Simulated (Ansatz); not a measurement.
How the vibrations of Al2Ru change with volume

Theory: Ansatz, DFT PBEsol, scalar-relativistic, plane waves, PAW. Plane waves to 420 eV; Γ-centred k mesh 18×18×18; Fermi-Dirac smearing of 0.15 eV. No spin polarisation. Phonons by linear response, acoustic sum rule imposed.

The cell, relaxed at this level:
```
Al Ru
1.0
    -1.56239    1.56239    4.20627
     1.56239   -1.56239    4.20627
     1.56239    1.56239   -4.20627
Al Ru
2 1
Direct
  0.65893 0.65893 0.00000
  0.34107 0.34107 0.00000
  0.00000 0.00000 0.00000
```

In a metal, frequencies depend on the k mesh and the smearing, soft modes most.

Cells at 0.98 and 1.02 times the equilibrium volume were relaxed in shape and atoms; γ = −d ln ν / d ln V, modes matched by rank.

Task: Give the optical frequencies at Γ (cm⁻¹) at the three volumes and the mode Grüneisen parameters.

Result:
| 0.98 V | V | 1.02 V | γ | degeneracy |
| --- | --- | --- | --- | --- |
| 262 | 250 | 239 | 2.24 | 1 |
| 271 | 261 | 252 | 1.80 | 2 |
| 343 | 330 | 318 | 1.84 | 2 |
| 455 | 443 | 432 | 1.31 | 1 |

Task: What pressures hold the two strained cells, and what bulk modulus follows?

Result: 3.74 GPa at 0.98 V and -3.35 GPa at 1.02 V, so B = −dP/d ln V ≈ 177 GPa.